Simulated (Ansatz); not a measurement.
SnO2 built on the anatase prototype at its r2SCAN geometry, run in the PAW code Ansatz at 4 levels of theory. (Calculated; non-magnetic; the phase may be known or hypothetical.)

The PBE+SOC input:
```yaml
crystal:
  lattice:
    - [-1.9996342317, 1.9996342317, 5.1012714375]
    - [1.9996342317, -1.9996342317, 5.1012714375]
    - [1.9996342317, 1.9996342317, -5.1012714375]
  atoms:
    - { symbol: Sn, position: [0.75, 0.25, 0.5] }
    - { symbol: Sn, position: [0.0, 0.0, 0.0] }
    - { symbol: O, position: [0.5463404713, 0.0463404713, 0.5] }
    - { symbol: O, position: [0.7963404713, 0.7963404713, 0.0] }
    - { symbol: O, position: [0.2036595287, 0.2036595287, 0.0] }
    - { symbol: O, position: [0.9536595287, 0.4536595287, 0.5] }
kpoints:
  mp_grid: { grid: [10, 10, 10] }
  band_path:
    path:
      - [0.0, 0.0, 0.0]
      - [0.0, 0.0, 0.5]
      - [0.25, 0.25, 0.25]
      - [0.0, 0.5, 0.0]
      - [0.5, 0.5, -0.5]
      - [0.2884135344, 0.7115864656, -0.2884135344]
      - [-0.2884135344, 0.2884135344, 0.2884135344]
      - [-0.0768270689, 0.0768270689, 0.5]
      - [0.5, 0.5, -0.0768270689]
      - [0.1875, 0.1875, 0.270833]
    npoints: 1
hamiltonian:
  xc: pbe
scf:
  occupations: { method: fixed }
  n_extra_bands: 10
magnetization:
  noncollinear: true
  spin_orbit: true
output:
  forces: true
  stress: true
  eigenvalues: true
```

Main results, then, where recorded, the levels near the gap in eV from the Fermi energy (columns number the bands from 0), one row a point of the path (Γ, X, P, N, M, S, S₀, R, G, (0.188, 0.188, 0.271)):
```
Crystal: 6 atoms, lattice volume = 81.590 Å³
Symmetry: 16 space group operations + 16 with time reversal
Magnetic group: BNS 141.552 (UNI 1212)
```
```
Basis set: ecut = 420 eV, 1605 PW (Γ), FFT grids on a1+a3, a2+a3, a3
k-points: 102 of 1000
SCF 1 converged in 8 iterations: F = -14321.823207 eV  dr2 = 1.18e-8
Free energy (F): -14321.823207 eV
Fermi energy:    7.068138 eV
--- Forces (eV/Å), atoms counted from 1 ---
  atom   1  Sn      0.00000      0.00000      0.00000
  atom   2  Sn      0.00000      0.00000      0.00000
  atom   3  O       0.00000      0.00000    -0.08993
  atom   4  O       0.00000      0.00000    -0.08993
  atom   5  O       0.00000      0.00000      0.08993
  atom   6  O       0.00000      0.00000      0.08993
--- Stress (GPa, compression-positive) ---
        6.626526       0.000000       0.000000
        0.000000       6.626526       0.000000
        0.000000       0.000000       6.933143
  P = ⅓ Tr σ = 6.7287 GPa (67.287 kbar)
```
```tsv
band_42	band_43	band_44	band_45	band_46	band_47	band_48	band_49	band_50	band_51	band_52	band_53	band_54	band_55	band_56	band_57
-1.042	-1.042	-0.670	-0.670	-0.650	-0.650	-0.396	-0.396	-0.389	-0.389	1.712	1.712	5.628	5.628	9.471	9.471
-0.882	-0.882	-0.791	-0.791	-0.791	-0.791	-0.046	-0.046	-0.046	-0.046	7.412	7.412	7.412	7.412	7.700	7.700
-1.161	-1.161	-0.693	-0.693	-0.673	-0.673	-0.004	-0.004	0.004	0.004	7.335	7.335	7.364	7.364	7.902	7.902
-1.086	-1.086	-0.777	-0.777	-0.757	-0.757	-0.571	-0.571	-0.379	-0.379	5.041	5.041	6.307	6.307	7.987	7.987
-2.700	-2.700	-1.011	-1.011	-1.011	-1.011	-0.290	-0.290	-0.290	-0.290	4.326	4.326	4.326	4.326	7.778	7.778
-0.882	-0.882	-0.702	-0.702	-0.667	-0.667	-0.427	-0.427	-0.416	-0.416	4.966	4.966	6.278	6.278	7.702	7.702
-0.882	-0.882	-0.702	-0.702	-0.667	-0.667	-0.427	-0.427	-0.416	-0.416	4.966	4.966	6.278	6.278	7.702	7.702
-1.126	-1.126	-0.565	-0.565	-0.562	-0.562	-0.071	-0.071	-0.067	-0.067	6.857	6.857	6.892	6.892	8.020	8.020
-1.126	-1.126	-0.565	-0.565	-0.562	-0.562	-0.071	-0.071	-0.067	-0.067	6.857	6.857	6.892	6.892	8.020	8.020
-1.146	-1.146	-0.770	-0.770	-0.568	-0.568	-0.047	-0.047	0.004	0.004	7.044	7.044	7.366	7.366	7.943	7.943
```

PBE+SOC gives an indirect gap of 1.71 eV, from P to Γ; the least direct gap is 2.10 eV at Γ.

**Question.** In the first input these blocks are replaced (the band path and keys that only write files left aside):
```yaml
hamiltonian:
  xc: r2scan
scf:
  occupations: { method: fixed }
  n_extra_bands: 5
```
(magnetization left out)
What comes out?

**Answer.**
```
Basis set: ecut = 500 eV, 2091 PW (Γ)
k-points: 102 of 1000
SCF 1 converged in 7 iterations: F = -14351.913432 eV  dr2 = 4.55e-8
Free energy (F): -14351.913432 eV
Fermi energy:    6.617720 eV
--- Forces (eV/Å), atoms counted from 1 ---
  atom   1  Sn      0.00000      0.00000      0.00000
  atom   2  Sn      0.00000      0.00000      0.00000
  atom   3  O       0.00000      0.00000      0.00093
  atom   4  O       0.00000      0.00000      0.00093
  atom   5  O       0.00000      0.00000    -0.00093
  atom   6  O       0.00000      0.00000    -0.00093
--- Stress (GPa, compression-positive) ---
        0.009649       0.000000       0.000000
        0.000000       0.009649       0.000000
        0.000000       0.000000       0.021098
  P = ⅓ Tr σ = 0.0135 GPa (0.135 kbar)
```
```tsv
band_21	band_22	band_23	band_24	band_25	band_26	band_27	band_28
-1.004	-0.663	-0.663	-0.410	-0.410	2.335	6.378	10.013
-0.829	-0.756	-0.756	-0.043	-0.043	8.224	8.224	8.504
-1.142	-0.631	-0.631	0.004	0.004	8.140	8.140	8.884
-1.062	-0.802	-0.785	-0.571	-0.338	5.749	7.100	8.659
-2.680	-1.035	-1.035	-0.303	-0.303	5.016	5.016	8.337
-0.910	-0.722	-0.693	-0.401	-0.364	5.689	7.066	8.420
-0.910	-0.722	-0.693	-0.401	-0.364	5.689	7.066	8.420
-1.106	-0.514	-0.514	-0.068	-0.068	7.680	7.680	8.856
-1.106	-0.514	-0.514	-0.068	-0.068	7.680	7.680	8.856
-1.104	-0.728	-0.517	-0.037	0.004	7.823	8.183	8.848
```
The r2SCAN gap is indirect, 2.33 eV (k = (0.188, 0.188, 0.271) to Γ), below the direct gap of 2.75 eV at Γ. The mean stress is close to zero (0.01 GPa).

**Question.** In the first input these blocks are replaced (the band path and keys that only write files left aside):
```yaml
kpoints:
  mp_grid: { grid: [6, 6, 6] }
hamiltonian:
  xc: hse06
scf:
  occupations: { method: fixed }
  n_extra_bands: 5
```
(magnetization left out)
What comes out?

**Answer.**
```
Basis set: ecut = 420 eV, 1605 PW (Γ), FFT grids on a1+a3, a2+a3, a3
k-points: 30 of 216
SCF 1 stopped early in 3 iterations: F = -14317.571908 eV  dr2 = 7.09e-5
Exchange kernel: α = 0.2500, screened, ω = 0.2079 Å⁻¹, Wigner–Seitz truncation, v(0) = 1046.8277 eV·Å³, q-mesh 6×6×6
SCF 2 stopped early in 6 iterations: F = -14325.140846 eV  dr2 = 5.75e-6
hybrid outer 1: dexx = +2.615e-2 eV, tail = 1.35e-4 eV
SCF 3 converged in 5 iterations: F = -14325.140015 eV  dr2 = 2.21e-10
hybrid outer 2: dexx = +1.886e-6 eV, tail = 5.10e-8 eV, Δε = 3.77e-3 eV, ΔF = 2.56e-3 eV/Å
Free energy (F): -14325.140015 eV
Fermi energy:    5.762771 eV
--- Forces (eV/Å), atoms counted from 1 ---
  atom   1  Sn      0.00000      0.00000      0.00000
  atom   2  Sn      0.00000      0.00000      0.00000
  atom   3  O       0.00000      0.00000      0.10860
  atom   4  O       0.00000      0.00000      0.10860
  atom   5  O       0.00000      0.00000    -0.10860
  atom   6  O       0.00000      0.00000    -0.10860
--- Stress (GPa, compression-positive) ---
       -1.122178       0.000000       0.000000
        0.000000      -1.122178       0.000000
        0.000000       0.000000      -1.560981
  P = ⅓ Tr σ = -1.2684 GPa (-12.684 kbar)
```
```tsv
band_21	band_22	band_23	band_24	band_25	band_26	band_27	band_28
-0.879	-0.623	-0.623	-0.464	-0.464	3.402	7.612	11.261
-0.709	-0.646	-0.646	-0.031	-0.031	9.599	9.599	9.609
-1.059	-0.474	-0.474	0.010	0.010	9.476	9.476	9.992
-1.037	-0.864	-0.859	-0.531	-0.199	6.970	8.362	9.867
-2.656	-1.078	-1.078	-0.338	-0.338	6.165	6.165	9.552
-0.982	-0.783	-0.765	-0.306	-0.191	6.896	8.349	9.570
-0.982	-0.783	-0.765	-0.306	-0.191	6.896	8.349	9.570
-1.041	-0.364	-0.364	-0.068	-0.068	8.923	8.923	10.084
-1.041	-0.364	-0.364	-0.068	-0.068	8.923	8.923	10.084
-0.999	-0.600	-0.363	-0.011	-0.001	9.122	9.496	10.014
```
The HSE06 gap is indirect, 3.39 eV (P to Γ), below the direct gap of 3.87 eV at Γ. The mean pressure at these positions is -1.3 GPa, compression counted positive. (The program warns that its thresholds are loose for a hybrid's stress.)

DDH-PBE0. Against the first input these blocks differ (the band path and keys that only write files left aside):
```yaml
crystal:
  host: atoms
kpoints:
  mp_grid: { grid: [6, 6, 6] }
hamiltonian:
  xc:
    exchange: pbe
    correlation: pbe
    exx: { coeff: inverse_dielectric }
scf:
  occupations: { method: fixed }
  n_extra_bands: 5
```
(magnetization left out)

```
ε∞ on k-mesh 4×4×4 of a primitive cell: xx 4.0947, yy 4.0947, zz 4.1966; 3/Tr ε∞, of that cell with its empty space = 0.24220902540618636
Basis set: ecut = 420 eV, 1605 PW (Γ)
k-points: 30 of 216
SCF 1 stopped early in 3 iterations: F = -14317.571481 eV  dr2 = 7.13e-5
Exchange kernel: α = 0.2422, full range, Wigner–Seitz truncation, v(0) = 23135.6973 eV·Å³, q-mesh 6×6×6
SCF 2 stopped early in 6 iterations: F = -14323.801352 eV  dr2 = 2.55e-6
hybrid outer 1: dexx = +3.174e-2 eV, tail = 1.25e-4 eV
SCF 3 converged in 5 iterations: F = -14323.800751 eV  dr2 = 2.38e-10
hybrid outer 2: dexx = +1.826e-6 eV, tail = 4.14e-8 eV, Δε = 3.84e-3 eV, ΔF = 2.80e-3 eV/Å
Free energy (F): -14323.800750 eV
Fermi energy:    5.414942 eV
--- Forces (eV/Å), atoms counted from 1 ---
  atom   1  Sn      0.00000      0.00000      0.00000
  atom   2  Sn      0.00000      0.00000      0.00000
  atom   3  O       0.00000      0.00000      0.10148
  atom   4  O       0.00000      0.00000      0.10148
  atom   5  O       0.00000      0.00000    -0.10148
  atom   6  O       0.00000      0.00000    -0.10148
--- Stress (GPa, compression-positive) ---
       -0.984374       0.000000       0.000000
        0.000000      -0.984374       0.000000
        0.000000       0.000000      -1.362846
  P = ⅓ Tr σ = -1.1105 GPa (-11.105 kbar)
```
```tsv
band_21	band_22	band_23	band_24	band_25	band_26	band_27	band_28
-0.864	-0.614	-0.614	-0.469	-0.469	4.038	8.312	11.938
-0.713	-0.650	-0.650	-0.032	-0.032	10.289	10.289	10.294
-1.068	-0.476	-0.476	0.010	0.010	10.168	10.168	10.675
-1.044	-0.868	-0.863	-0.535	-0.200	7.658	9.056	10.554
-2.662	-1.081	-1.081	-0.341	-0.341	6.854	6.854	10.230
-0.987	-0.791	-0.769	-0.306	-0.191	7.583	9.046	10.250
-0.987	-0.791	-0.769	-0.306	-0.191	7.583	9.046	10.250
-1.047	-0.365	-0.365	-0.068	-0.068	9.610	9.610	10.771
-1.047	-0.365	-0.365	-0.068	-0.068	9.610	9.610	10.771
-1.006	-0.603	-0.365	-0.011	-0.001	9.813	10.187	10.698
```

With DDH-PBE0 the valence top lies at P and the conduction bottom at Γ, 4.03 eV higher; the smallest vertical gap, at Γ, is 4.51 eV. The mean pressure at these positions is -1.1 GPa, compression counted positive. (The program warns that its thresholds are loose for a hybrid's stress.)

Small level splittings and stresses of the hybrids carry the error of their coarser meshes.

Totals of different functionals, or with and without spin-orbit coupling, can't be compared.

Only the levels marked +SOC include spin-orbit coupling.
